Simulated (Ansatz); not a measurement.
Runs of Ansatz 0.2.0 on WC. The structure is orthorhombic, space group Cmmm (No. 65). Conventional cell: a = 3.281 Å, b = 4.236 Å, c = 4.309 Å, α = 90.00°, β = 90.00°, γ = 90.00°. W (site symmetry mmm) is surrounded by 4 W at 2.68 Å and 8 C at 2.71 to 3.02 Å. Around C (site symmetry mmm) lie 4 C at 2.68 Å and 8 W at 2.71 to 3.02 Å. The cell was built by a generator and needn't be a form met in nature.

```tsv
task	level	cell	smearing	gap on the mesh (eV)	pressure (GPa)	relaxed volume (Å³/atom)
relaxation of cell and atoms	PBE+D4	relaxed	fermi-dirac 0.05 eV	none	0.0	11.40
single point	PBE	as given	gaussian 0.025 eV	none	-32.1	-
relaxation of cell and atoms	PBE+D3(BJ)	relaxed	fermi-dirac 0.05 eV	none	0.0	(a)
single point	PBE	as given	gaussian 0.028 eV	none	-32.1	-
single point	PBE	as given	gaussian 0.026 eV	none	-32.1	-
single point	PBE	as given	gaussian 0.027 eV	none	-32.1	-
```

Alike in all rows: potentials or basis Ansatz PAW; no spin polarisation; k mesh 10 × 10 × 6; cutoff (eV) 420.

Q: Fill in the values left out.

A: (a) 11.39.

Caveats: a pressure of tens of GPa on the cell as given is suspect, and the run, the potentials or the cell itself is likely at fault (some runs); the volume moved by over 15 % at a fixed basis, so the end points are rough (some runs); the plane-wave basis is chosen anew once the cell has moved, so the energies of steps on either side of that aren't comparable (some runs); pairwise dispersion overbinds metals, which lowers pressure and volume (some runs).

A k mesh can miss the band edges, and the runs leave out spin-orbit coupling on W.

A gap of «none» marks a metal or a gap under the smearing width.
